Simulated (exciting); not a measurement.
ZrC, 2 atoms in the cell. It takes space group F-43m (No. 216, cubic). The conventional cell has a = 5.091 Å, b = 5.091 Å, c = 5.091 Å, α = 90.00°, β = 90.00°, γ = 90.00°. Zr (site symmetry -43m) has 4 C at 2.20 Å as nearest neighbours. C (site symmetry -43m) is surrounded by 4 Zr at 2.20 Å. The cell was built by a generator and needn't be a form met in nature.

* Program: exciting (release sodium)
* Task: single point
* Functional: PBE
* Potentials or basis: all-electron LAPW+lo, shipped species files, valence relativity iora*
* rgkmax: 7.5
* k mesh: 9 × 9 × 9
* Occupations: fermi-dirac, width 0.05 eV
* Spin: no spin polarisation
* gmaxvr (cutoff of density and potential): 14 1/bohr
* lmaxapw (and lmaxmat): 10
* lmaxvr: 8
* nempty: 14
* Valence relativity: iora*
* epsengy: 1e-05 Ha
* epspot: 1e-05 Ha
* maxscl: 60
* Muffin-tin radii: Zr 2.3, C 1.45 bohr

Potentials or basis: all-electron LAPW+lo, shipped species files, valence relativity iora*.

Command:

```console
$ OMP_NUM_THREADS=1 exciting_smp
```

Hardware: 1 thread of Arm Neoverse V1, on a shared host.

**Question.** How long does it take, and how much memory?

**Answer.** It took 8 min on 1 thread of Arm Neoverse V1, with other jobs on the host, peak memory 0.14 GiB. Counts: scf iterations 22, plane waves 534.
